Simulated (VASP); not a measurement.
# InP (F-43m) in VASP: a series of runs, part 2 of 2

VASP 6.6.1.

## Step 3: Relaxation of cell and atoms, PBE+D4

This run uses another cell than the first one, of 25.17 Å³/atom, 0.986 times its volume.

The input, INCAR:

```
SYSTEM = InP
PREC = Accurate
ENCUT = 600
EDIFF = 1E-6
ISMEAR = -1
SIGMA = 0.05
LREAL = .False.
LASPH = .True.
NELM = 60
ALGO = Normal
ISIF = 3
LWAVE = .False.
LCHARG = .False.
GGA = PE
IVDW = 13
IBRION = 2
NSW = 60
EDIFFG = -0.01
```

The input, KPOINTS:

```
Automatic mesh
0
Gamma
  8 8 8
  0 0 0
```

The input, POSCAR:

```
InP
1.0
    0.0000000000      2.9305000000      2.9305000000
    2.9305000000      0.0000000000      2.9305000000
    2.9305000000      2.9305000000      0.0000000000
In P
1 1
Direct
    0.0000000000      0.0000000000      0.0000000000
    0.7500000000      0.7500000000      0.7500000000
```

Potentials or basis: VASP PAW PBE potentials, release 64 (In_d, P).

Started as:

```bash
> cat potpaw_PBE.64/In_d/POTCAR potpaw_PBE.64/P/POTCAR > POTCAR
> mpirun -np 1 vasp_std > vasp.out
```

OUTCAR:

```text
SYSTEM = InP
   PREC = Accurate
   ENCUT = 600
   EDIFF = 1E-6
   ISMEAR = -1
   LREAL = .False.
   LASPH = .True.
   NELM = 60
   ISIF = 3
   GGA = PE
   IVDW = 13
   IBRION = 2
   NSW = 60
   EDIFFG = -0.01

 ion  position               nearest neighbor table
   1  0.000  0.000  0.000-   2 2.54   2 2.54   2 2.54   2 2.54
   2  0.750  0.750  0.750-   1 2.54   1 2.54   1 2.54   1 2.54

  LATTYP: Found a face centered cubic cell.
 ALAT       =     5.8610000000

  Lattice vectors:

 A1 = (   0.0000000000,   2.9305000000,   2.9305000000)
 A2 = (   2.9305000000,   0.0000000000,   2.9305000000)
 A3 = (   2.9305000000,   2.9305000000,   0.0000000000)

Analysis of symmetry for initial positions (statically):
=====================================================================
 Subroutine PRICEL returns:
 Original cell was already a primitive cell.

 Routine SETGRP: Setting up the symmetry group for a
 face centered cubic supercell.

 Subroutine GETGRP returns: Found 24 space group operations
 (whereof 24 operations were pure point group operations)
 out of a pool of 48 trial point group operations.

The static configuration has the point symmetry T_d .

Analysis of symmetry for dynamics (positions and initial velocities):
=====================================================================
 Subroutine PRICEL returns:
 Original cell was already a primitive cell.

 Routine SETGRP: Setting up the symmetry group for a
 face centered cubic supercell.

 Subroutine GETGRP returns: Found 24 space group operations
 (whereof 24 operations were pure point group operations)
 out of a pool of 48 trial point group operations.

The dynamic configuration has the point symmetry T_d .

 Subroutine INISYM returns: Found 24 space group operations
 (whereof 24 operations are pure point group operations),
 and found     1 'primitive' translations

----------------------------------------------------------------------------------------

                                     Primitive cell

  volume of cell :      50.3333

  direct lattice vectors                    reciprocal lattice vectors
     0.000000000  2.930500000  2.930500000    -0.170619348  0.170619348  0.170619348
     2.930500000  0.000000000  2.930500000     0.170619348 -0.170619348  0.170619348
     2.930500000  2.930500000  0.000000000     0.170619348  0.170619348 -0.170619348

  length of vectors
     4.144352845  4.144352845  4.144352845     0.295521380  0.295521380  0.295521380

  position of ions in fractional coordinates (direct lattice)
     0.000000000  0.000000000  0.000000000
     0.750000000  0.750000000  0.750000000

  ion indices of the primitive-cell ions
   primitive index   ion index
                 1           1
                 2           2

----------------------------------------------------------------------------------------

 KPOINTS: Automatic mesh

Automatic generation of k-mesh.
 Grid dimensions read from file:
 generate k-points for:    8    8    8

 Generating k-lattice:

  Cartesian coordinates                     Fractional coordinates (reciprocal lattice)
    -0.021327419  0.021327419  0.021327419     0.125000000  0.000000000  0.000000000
     0.021327419 -0.021327419  0.021327419     0.000000000  0.125000000  0.000000000
     0.021327419  0.021327419 -0.021327419     0.000000000  0.000000000  0.125000000

  Length of vectors
     0.036940172  0.036940172  0.036940172

  Shift w.r.t. Gamma in fractional coordinates (k-lattice)
     0.000000000  0.000000000  0.000000000

 Subroutine IBZKPT returns following result:
 ===========================================

 Found     29 irreducible k-points:

 Following reciprocal coordinates:
            Coordinates               Weight
  0.000000  0.000000  0.000000      1.000000
  0.125000  0.000000  0.000000      8.000000
  0.250000  0.000000  0.000000      8.000000
  0.375000  0.000000  0.000000      8.000000
  0.500000  0.000000  0.000000      4.000000
  0.125000  0.125000  0.000000      6.000000
[... 16 lines left out ...]
  0.500000  0.250000  0.125000     48.000000
 -0.375000  0.250000  0.125000     24.000000
 [... further k-points ...]
   k-points           NKPTS =     29   k-points in BZ     NKDIM =     29   number of bands    NBANDS=     13
   number of dos      NEDOS =    301   number of ions     NIONS =      2
   total plane-waves  NPLWV =  46656
   dimension x,y,z NGX =    36 NGY =   36 NGZ =   36
   dimension x,y,z NGXF=    72 NGYF=   72 NGZF=   72
   ions per type =               1   1
   NGX,Y,Z   is equivalent  to a cutoff of  14.44, 14.44, 14.44 a.u.
   NGXF,Y,Z  is equivalent  to a cutoff of  28.88, 28.88, 28.88 a.u.
 SYSTEM =  InP
   PREC   = accura    normal or accurate (medium, high low for compatibility)
   ISTART =      0    job   : 0-new  1-cont  2-samecut
   ICHARG =      2    charge: 1-file 2-atom 10-const
   ISPIN  =      1    spin polarized calculation?
   LNONCOLLINEAR =      F non collinear calculations
   LSORBIT =      F    spin-orbit coupling
   LASPH  =      T    aspherical Exc in radial PAW
   ENCUT  =  600.0 eV  44.10 Ry    6.64 a.u.   8.28  8.28  8.28*2*pi/ulx,y,z
   NELM   =     60;   NELMIN=  2; NELMDL= -5     # of ELM steps
   EDIFF  = 0.1E-05   stopping-criterion for ELM
   LREAL  =      F    real-space projection
   EDIFFG = -.1E-01   stopping-criterion for IOM
   NSW    =     60    number of steps for IOM
   IBRION =      2    ionic relax: 0-MD 1-quasi-New 2-CG
   NFREE  =      1    steps in history (QN), initial steepest desc. (CG)
   ISIF   =      3    stress and relaxation
   ISYM   =      2    0-nonsym 1-usesym 2-fastsym
   POTIM  = 0.5000    time-step for ionic-motion
   TEBEG  =    0.0;   TEEND  =   0.0 temperature during run
   PSTRESS=    0.0 pullay stress
   NELECT =      18.0000    total number of electrons
   NUPDOWN=      -1.0000    fix difference up-down
   EMIN   =  10.00;   EMAX   =-10.00  energy-range for DOS
   EFERMI =   0.00;   METHOD = LEGACY
   ISMEAR =    -1;   SIGMA  =   0.05  broadening in eV -4-tet -1-fermi 0-gaus
   EFERMI_NEDOS =   21; number of points for ismear=-14 and -15
   IALGO  =     38    algorithm
   IMIX   =      4    mixing-type and parameters
     AMIX     =   0.40;   BMIX     =  1.00
     AMIX_MAG =   1.60;   BMIX_MAG =  1.00
  volume/ion in A,a.u.               =      25.17       169.83
  Fermi-wavevector in a.u.,A,eV,Ry     =   1.162021  2.195901 18.371846  1.350293
  Thomas-Fermi vector in A             =   2.298587
   LORBIT       =      0    0 simple, 1 ext, 2 COOP (PROOUT), +10 PAW based schemes
   GGA     = PE    functional components
   LHFCALC =     F    Hartree Fock is set to
   AEXX    =    0.0000 exact exchange contribution
   IVDW    =    13    specifies the selected vdW correction
   LEPSILON=     F    determine dielectric tensor
   LRPA    =     F    only Hartree local field effects (RPA)
 conjugate gradient relaxation of ions
 non-spin polarized calculation
  energy-cutoff  :      600.00
  volume of cell :       50.33
 maximum number of plane-waves:      1700
 NGX is ok and might be reduce to    36
   NGX = 17   NGY = 17   NGZ = 17

--------------------------------------- Ionic step        1  -------------------------------------------

 number of electron      17.9999998 magnetization

 Free energy of the ion-electron system (eV)
  ---------------------------------------------------
  ext. energy  EPLUGINS =         0.00000000
  ---------------------------------------------------
  free energy    TOTEN  =        -8.38087498 eV

  energy without entropy =       -8.38087003  energy(sigma->0) =       -8.38087251

------------------------ aborting loop because EDIFF is reached ----------------------------------------

  DFT-D4 for vdW energy calculation

  Edisp (eV):   -0.67413
[... 71 lines left out ...]
--------------------------------------- Ionic step        3  -------------------------------------------

 number of electron      17.9999998 magnetization

 Free energy of the ion-electron system (eV)
  ---------------------------------------------------
  ext. energy  EPLUGINS =         0.00000000
  ---------------------------------------------------
  free energy    TOTEN  =        -8.39401857 eV

  energy without entropy =       -8.39400831  energy(sigma->0) =       -8.39401344

 E-fermi :   5.3723     XC(G=0):  -9.2158

 val. band max:        5.0256699957   @ k =   0.0000   0.0000   0.0000
 cond. band min:       5.6554119162   @ k =   0.0000   0.0000   0.0000
 fundamental gap:      0.6297419205
 Fermi energy:         5.3722504609

 k-point     1 :       0.0000    0.0000    0.0000
  band No.  band energies     occupation
      1      -9.1314      2.00000
      2      -9.1314      2.00000
      3      -9.1314      2.00000
      4      -8.9868      2.00000
      5      -8.9868      2.00000
      6      -6.3893      2.00000
      7       5.0257      1.99805
      8       5.0257      1.99805
      9       5.0257      1.99805
     10       5.6554      0.00692
     11       9.1177      0.00000
     12       9.1177      0.00000
     13       9.1177      0.00000
[... 354 lines left out ...]
  band No.  band energies     occupation
      1      -9.2571      2.00000
      2      -9.0852      2.00000
      3      -9.0663      2.00000
      4      -8.9917      2.00000
      5      -8.9744      2.00000
      6      -4.4054      2.00000
      7      -0.4474      2.00000
      8       2.3860      2.00000
      9       3.4317      2.00000
     10       8.1534      0.00000
     11       9.2174      0.00000
     12      10.8740      0.00000
     13      12.2115      0.00000

 [... further k-points ...]

------------------------ aborting loop because EDIFF is reached ----------------------------------------

  DFT-D4 for vdW energy calculation

  Edisp (eV):   -0.66339
[... 25 lines left out ...]
  FREE ENERGIE OF THE ION-ELECTRON SYSTEM (eV)
  ---------------------------------------------------
  free  energy   TOTEN  =        -9.0574098348 eV

  energy  without entropy=       -9.0573995715  energy(sigma->0) =       -9.05740470

 reached required accuracy - stopping structural energy minimisation
```

It took 94 s on 1 thread of Intel Xeon Platinum 8259CL at 2.50GHz (Skylake/Cascade Lake), shared host; peak memory 0.21 GiB.

Results:

| Property | Result |
| --- | --- |
| Free energy | -9.0574 eV |
| Relaxed volume | 25.55 Å³/atom |
| Relaxed cell | a = 4.165 Å, b = 4.165 Å, c = 4.165 Å, α = 60.00°, β = 60.00°, γ = 60.00° |
| Space group after relaxing (to 0.05 Å) | F-43m (No. 216) |
| Energy gained by relaxing | 1.2 meV/atom |
| Ionic steps | 3 |
| Pressure after relaxing | 0.0 GPa |
| Band gap on the k mesh | 0.63 eV, direct |
| Dispersion energy per atom | -0.332 eV |

Step by step:
```
step  energy change (eV)  largest force (eV/Å)  pressure (GPa)  volume (Å³)
   1              0.0000                0.0000            1.02        50.33
   2             -0.0017                0.0000           -0.47        51.50
   3             -0.0024                0.0000            0.01        51.10
```

Final structure:
```yaml
crystal:
  lattice:
    - [0.00000, 2.94526, 2.94526]
    - [2.94526, 0.00000, 2.94526]
    - [2.94526, 2.94526, 0.00000]
  atoms:
    - { symbol: In, position: [0.00000, 0.00000, 0.00000] }
    - { symbol: P, position: [0.75000, 0.75000, 0.75000] }
```

Levels at points of the mesh, in eV from the valence-band top:
| k point | band 7 | band 8 | band 9 | band 10 | band 11 | band 12 |
| --- | --- | --- | --- | --- | --- | --- |
| (0.00, 0.00, 0.00) | 0.00 | 0.00 | 0.00 | 0.63 | 4.09 | 4.09 |
| (0.50, 0.00, 0.00) | -5.65 | -0.95 | -0.95 | 1.46 | 4.81 | 4.81 |
| (0.50, 0.50, 0.00) | -5.68 | -2.27 | -2.27 | 1.79 | 2.27 | 9.12 |

Caveat: spin-orbit coupling is left out, which moves the levels of the heavy elements.

## Step 4: Relaxation of cell and atoms, revPBE

This run uses another cell than the first one, of 25.17 Å³/atom, 0.986 times its volume.

The input, INCAR:

```
PREC = Accurate ; ENCUT = 600
EDIFF = 1E-7 ; ISMEAR = -1
SIGMA = 0.05 ; LREAL = False
LASPH = True ; NELM = 60
ALGO = Normal ; ISIF = 3
LWAVE = False ; LCHARG = False
GGA = RE ; IBRION = 2
NSW = 60 ; EDIFFG = -0.01
```

The input, KPOINTS:

```
regular mesh
0
Gamma
  8 8 8
```

POSCAR is that of step 3.

Potentials or basis: VASP PAW PBE potentials, release 64 (In_d, P).

Started as:

```bash
> cat potpaw_PBE.64/In_d/POTCAR potpaw_PBE.64/P/POTCAR > POTCAR
> mpirun -np 1 vasp_std > vasp.out
```

OUTCAR:

```text
PREC = Accurate
   ENCUT = 600
   EDIFF = 1E-7
   ISMEAR = -1
   LREAL = False
   LASPH = True
   NELM = 60
   ISIF = 3
   GGA = RE
   IBRION = 2
   NSW = 60
   EDIFFG = -0.01

 ion  position               nearest neighbor table
   1  0.000  0.000  0.000-   2 2.54   2 2.54   2 2.54   2 2.54
   2  0.750  0.750  0.750-   1 2.54   1 2.54   1 2.54   1 2.54

  LATTYP: Found a face centered cubic cell.
 ALAT       =     5.8610000000

  Lattice vectors:

 A1 = (   0.0000000000,   2.9305000000,   2.9305000000)
 A2 = (   2.9305000000,   0.0000000000,   2.9305000000)
 A3 = (   2.9305000000,   2.9305000000,   0.0000000000)

Analysis of symmetry for initial positions (statically):
=====================================================================
 Subroutine PRICEL returns:
 Original cell was already a primitive cell.

 Routine SETGRP: Setting up the symmetry group for a
 face centered cubic supercell.

 Subroutine GETGRP returns: Found 24 space group operations
 (whereof 24 operations were pure point group operations)
 out of a pool of 48 trial point group operations.

The static configuration has the point symmetry T_d .

Analysis of symmetry for dynamics (positions and initial velocities):
=====================================================================
 Subroutine PRICEL returns:
 Original cell was already a primitive cell.

 Routine SETGRP: Setting up the symmetry group for a
[... 231 lines left out ...]
  ext. energy  EPLUGINS =         0.00000000
  ---------------------------------------------------
  free energy    TOTEN  =        -7.84046278 eV

  energy without entropy =       -7.84040315  energy(sigma->0) =       -7.84043296

 E-fermi :   4.7749     XC(G=0):  -8.8407

 val. band max:        4.5282336326   @ k =   0.0000   0.0000   0.0000
 cond. band min:       4.9538973179   @ k =   0.0000   0.0000   0.0000
 fundamental gap:      0.4256636854
 Fermi energy:         4.7748870870

 k-point     1 :       0.0000    0.0000    0.0000
  band No.  band energies     occupation
      1      -9.5520      2.00000
      2      -9.5520      2.00000
      3      -9.5520      2.00000
      4      -9.4335      2.00000
      5      -9.4335      2.00000
      6      -6.5088      2.00000
      7       4.5282      1.98569
      8       4.5282      1.98569
      9       4.5282      1.98569
     10       4.9539      0.05423
     11       8.6474      0.00000
     12       8.6474      0.00000
     13       8.6474      0.00000
[... 354 lines left out ...]
  band No.  band energies     occupation
      1      -9.6523      2.00000
      2      -9.5139      2.00000
      3      -9.4986      2.00000
      4      -9.4368      2.00000
      5      -9.4231      2.00000
      6      -4.7355      2.00000
      7      -0.6732      2.00000
      8       2.0964      2.00000
      9       3.0756      2.00000
     10       7.5374      0.00000
     11       8.8153      0.00000
     12      10.2940      0.00000
     13      11.6081      0.00000

 [... further k-points ...]

------------------------ aborting loop because EDIFF is reached ----------------------------------------

  FORCE on cell =-STRESS in cart. coord.  units (eV):
  Direction    XX          YY          ZZ          XY          YZ          ZX
  --------------------------------------------------------------------------------------
  -------------------------------------------------------------------------------------
  Total        0.0019477      0.0019477      0.0019477      0.0000000      0.0000000      0.0000000
  in kB        0.0578037      0.0578037      0.0578037      0.0000000      0.0000000      0.0000000
  external PRESSURE =       0.0578037 kB  Pullay stress =       0.0000000 kB
[... 17 lines left out ...]
  FREE ENERGIE OF THE ION-ELECTRON SYSTEM (eV)
  ---------------------------------------------------
  free  energy   TOTEN  =        -7.8404627811 eV

  energy  without entropy=       -7.8404031451  energy(sigma->0) =       -7.84043296

 reached required accuracy - stopping structural energy minimisation
```

CONTCAR:

```text
InP
   1.00000000000000
    -0.0000000000000000    2.9997510971996899    2.9997510971996899
     2.9997510971996899   -0.0000000000000000    2.9997510971996899
     2.9997510971996899    2.9997510971996899   -0.0000000000000000
  In              P
     1     1
Direct
     0.0000000000000000    0.0000000000000000    0.0000000000000000
     0.7500000000000000    0.7500000000000000    0.7500000000000000

  0.00000000E+00  0.00000000E+00  0.00000000E+00
  0.00000000E+00  0.00000000E+00  0.00000000E+00
```

It took 1.7 min on 1 thread of Intel Xeon Platinum 8259CL at 2.50GHz (Skylake/Cascade Lake), shared host; peak memory 0.22 GiB.

Results:

| Quantity | Value |
| --- | --- |
| Free energy | -7.8405 eV |
| Relaxed volume | 26.99 Å³/atom |
| Relaxed cell | a = 4.242 Å, b = 4.242 Å, c = 4.242 Å, α = 60.00°, β = 60.00°, γ = 60.00° |
| Space group after relaxing (to 0.05 Å) | F-43m (No. 216) |
| Energy gained by relaxing | 24.7 meV/atom |
| Ionic steps | 3 |
| Pressure after relaxing | 0.0 GPa |
| Band gap on the k mesh | 0.43 eV, direct |

Step by step:
```csv
step,energy change (eV),largest force (eV/Å),pressure (GPa),volume (Å³)
1,0.0000,0.0000,4.63,50.33
2,-0.0393,0.0000,-1.71,55.81
3,-0.0494,0.0000,0.01,53.99
```

Final structure:
```cif
data_structure
_symmetry_space_group_name_H-M 'P 1'
_symmetry_Int_Tables_number 1
_cell_length_a 4.2423
_cell_length_b 4.2423
_cell_length_c 4.2423
_cell_angle_alpha 60.000
_cell_angle_beta 60.000
_cell_angle_gamma 60.000
_cell_volume 53.99
loop_
_atom_site_label
_atom_site_type_symbol
_atom_site_fract_x
_atom_site_fract_y
_atom_site_fract_z
_atom_site_occupancy
In1 In 0.00000 0.00000 0.00000 1
P1 P 0.75000 0.75000 0.75000 1
```

Caveat: the PAW data sets were made with another functional, which shifts forces and pressure a little; spin-orbit coupling is left out, which moves the levels of the heavy elements.

## Step 5: Overview

```csv
task,level,cell,cutoff (eV),gap on the mesh (eV),pressure (GPa),relaxed volume (Å³/atom)
single point,r2SCAN+D4,"a = 4.163 Å, angles 60.0°, 2 atoms",520,1.09,-0.1,-
relaxation of cell and atoms,PBE+D4,"relaxed from a = 4.144 Å, angles 60.0°, 2 atoms",600,0.63,0.0,25.55
relaxation of cell and atoms,revPBE,"relaxed from a = 4.144 Å, angles 60.0°, 2 atoms",600,0.43,0.0,26.99
```

Alike in all rows: potentials or basis VASP PAW PBE potentials, release 64 (In_d, P); no spin polarisation; k mesh 8 × 8 × 8; smearing fermi-dirac 0.05 eV.

Caveats: spin-orbit coupling is left out, which moves the levels of the heavy elements; the PAW data sets were made with another functional, which shifts forces and pressure a little (some runs).

Total energies depend on the potentials used, so only differences within one code and one set of settings carry meaning.

## Step 6: Comparison with measurements

Step 2. Against the measured gap of InP, 1.4236 eV (direct; 1.6 K; a printed reference work, data compilation), the calculated 1.09 eV is off by -0.33 eV. Spin-orbit coupling on In is left out. The value is that of r2SCAN+D4, without temperature or zero-point motion.
